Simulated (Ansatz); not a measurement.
A run of Ansatz 0.2.0:

input.yaml

```yaml
crystal:
  lattice:
    - [3.3717, 0.0, 0.0]
    - [-1.68585, 2.9199778539, 0.0]
    - [0.0, 0.0, 5.3855]
  atoms:
    - { symbol: Mn, position: [0.6666666667, 0.3333333333, 0.51096], spin: 5.5 }
    - { symbol: Mn, position: [0.3333333333, 0.6666666667, 0.01096], spin: 5.5 }
    - { symbol: O, position: [0.6666666667, 0.3333333333, 0.87547] }
    - { symbol: O, position: [0.3333333333, 0.6666666667, 0.37547] }
hamiltonian:
  xc: pbesol
  pseudopotentials: { kind: paw }
magnetization:
  spin_polarized: true
kpoints:
  mp_grid: { grid: [9, 9, 5] }
scf:
  occupations: { method: fermi_dirac, width: 0.05 }
output:
  forces: true
  stress: true
  eigenvalues: true
```

Potentials or basis: Ansatz PAW.

The run is started by

```sh
$ ansatz run input.yaml --threads 2 --pin off --max-ram 5632MiB --backend cpu --events-out ev --progress --plain --runs-dir out
```

Hardware: 2 threads of AMD EPYC 9R45 96-Core Processor (Zen 5), on a shared host.

Problem. Estimate the wall time of this run.

Solution. Run time: 2.3 s on 2 threads of AMD EPYC 9R45 96-Core Processor (Zen 5), with other jobs on the host, peak memory 0.49 GiB. Counts: scf iterations 12, plane waves 1085, k points 36, bands 32.
